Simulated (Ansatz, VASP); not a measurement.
**ZnSe in VASP and in Ansatz**

```
Zn Se
1.0
     0.00000    2.80546    2.83380
     2.80546    0.00000    2.83380
     2.80546    2.80546    0.00000
Zn Se
1 1
Direct
  0.00000 0.00000 0.00000
  0.75000 0.75000 0.75000
```

Change from the starting cell: equal xx and yy strain of -1 %.

Alike in both runs: task single point; functional PBE; k mesh 8 × 8 × 8; occupations fermi-dirac, width 0.03 eV; no spin polarisation.

```csv
,VASP,Ansatz
version,VASP 6.6.1,Ansatz 0.2.0
potentials or method,"VASP PAW PBE potentials, release 64 (Zn, Se), cutoff 520 eV","all-electron LAPW, scalar-relativistic"
```

```csv
,VASP,Ansatz,Ansatz less VASP
gap on the k mesh at the Fermi level (eV),1.36,1.36,-0.001
pressure (GPa),3.7,3.5,-0.24
largest component of the traceless stress (GPa),0.23,0.23,+0.001
```

Ansatz ran all-electron here, so the differences hold the error of VASP's frozen core and of both bases.
